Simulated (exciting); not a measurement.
Crystal: Cr.

```xyz
2
Lattice="0.0000 2.7140 0.0000 -2.3504 -1.3570 0.0000 0.0000 0.0000 4.4100" Properties=species:S:1:pos:R:3 pbc="T T T"
Cr   -0.7835    1.3570    3.3075
Cr   -1.5669    0.0000    1.1025
```

This isn't the form of Cr at room conditions, which is bcc.

Base run:

```yaml
Program: exciting (release sodium)
Functional: PBE
Potentials_or_basis: all-electron LAPW+lo, shipped species files, valence relativity iora*
rgkmax: 9
k_mesh: 11 × 11 × 6
Occupations: gaussian, width 0.02 eV
Spin: collinear spin, ferromagnetic start
```

Its results: band gap on the k mesh none (metal or under the smearing width); net moment 1.74 μB per cell; site moments Cr +0.74 μB.

Problem. The run is repeated on the same cell with these changes: functional from PBE to LDA. What comes out?

Solution. Band gap on the k mesh none (metal or under the smearing width); net moment 1.53 μB per cell; site moments Cr +0.64 μB.
